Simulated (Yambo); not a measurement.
A run of Yambo 5.3.0 is set up as follows.

Contents of g0w00.in:

```
gw0
dyson
el_el_corr
rim_cut
HF_and_locXC
ppa
em1d
RandQpts= 1000000
RandGvec= 50 RL
EXXRLvcs= 106 Ry
VXCRLvcs= 106 Ry
Chimod= "HARTREE"
% BndsRnXp
 1 | 163 |
%
NGsBlkXp= 18 Ry
% LongDrXp
 1 | 1 | 1 |
%
PPAPntXp= 27.21138 eV
% GbndRnge
 1 | 163 |
%
GTermKind= "BG"
DysSolver= "n"
ExtendOut
% QPkrange
 1 | 1 | 13 | 15 |
%
```

File scf.in:

```
&CONTROL
  calculation = 'scf'
  prefix = 'pwscf'
  outdir = './tmp'
  pseudo_dir = './pseudo'
/
&SYSTEM
  ibrav = 0
  nat = 2
  ntyp = 2
  ecutwfc = 106
  nbnd = 20
  occupations = 'smearing'
  smearing = 'fd'
  degauss = 0.00367493
  force_symmorphic = .true.
/
&ELECTRONS
  conv_thr = 4d-10
  electron_maxstep = 120
  mixing_beta = 0.5
/
ATOMIC_SPECIES
Ga    69.7230 Ga.upf
N     14.0070 N.upf
CELL_PARAMETERS angstrom
   0.0000000000    2.2535006075    2.2535006075
   2.2535006075    0.0000000000    2.2535006075
   2.2535006075    2.2535006075    0.0000000000
ATOMIC_POSITIONS crystal
Ga     0.0000000000    0.0000000000    0.0000000000
N      0.2500000000    0.2500000000    0.2500000000
K_POINTS automatic
10 10 10 0 0 0
```

File nscf.in:

```
&CONTROL
  calculation = 'nscf'
  prefix = 'pwscf'
  outdir = './tmp'
  pseudo_dir = './pseudo'
/
&SYSTEM
  ibrav = 0
  nat = 2
  ntyp = 2
  ecutwfc = 106
  nbnd = 163
  occupations = 'fixed'
  force_symmorphic = .true.
/
&ELECTRONS
  conv_thr = 1d-08
  diago_full_acc = .true.
  diago_thr_init = 1d-06
/
ATOMIC_SPECIES
Ga    69.7230 Ga.upf
N     14.0070 N.upf
CELL_PARAMETERS angstrom
   0.0000000000    2.2535006075    2.2535006075
   2.2535006075    0.0000000000    2.2535006075
   2.2535006075    2.2535006075    0.0000000000
ATOMIC_POSITIONS crystal
Ga     0.0000000000    0.0000000000    0.0000000000
N      0.2500000000    0.2500000000    0.2500000000
K_POINTS automatic
6 6 6 0 0 0
```

Potentials or basis: PseudoDojo 0.4.1 SR LDA stringent.

Command:

```bash
$ OMP_NUM_THREADS=1 pw.x -in scf.in > scf.out
$ OMP_NUM_THREADS=1 pw.x -in nscf.in > nscf.out
$ cd tmp/pwscf.save; p2y; mv SAVE ../..; cd ../..
$ OMP_NUM_THREADS=1 yambo
$ OMP_NUM_THREADS=1 yambo -F g0w00.in -J g0w00 -C g0w00_out
```

Q: What does it give for the quasiparticle gap?

A: 3.00 eV.

Q: What does it give for the least direct quasiparticle gap?

A: 3.00 eV.

Q: Estimate the band gap of the same states before the correction.

A: 1.76 eV.

Q: What does it give for the band gap on the k mesh, mean-field level?

A: 1.76 eV, direct.

Q: Predict the quasiparticle gap at Γ.

A: 3.00 eV.

Quasiparticle terms (eV):
```
              k point  band  Kohn-Sham level     Vxc      Σx     Σc     Z  result
(0.000, 0.000, 0.000)    13             0.00  -18.93  -22.44   2.50  0.79   -0.79
(0.000, 0.000, 0.000)    14             1.76  -14.57  -10.30  -3.71  0.81    2.21
(0.000, 0.000, 0.000)    15            10.16  -13.69   -7.17  -5.22  0.84   11.25
```

Caveat: this version prints the column dSc/dw multiplied by 27.2; the terminator is approximate in this version, by hundredths of an eV.

**Measured values to compare with.**

A printed reference work, textbook reports, for a bulk crystal of GaN at 0 K: band gap 3.299 eV (direct).

Against the measured gap of GaN, 3.299 eV (direct; 0 K; a printed reference work, textbook), the calculated 3.00 eV is off by -0.30 eV. Spin-orbit coupling on Ga is left out. The value is that of G0W0 on LDA, without temperature or zero-point motion. The cell is a database's relaxed one, not the measured one, which moves gaps too.
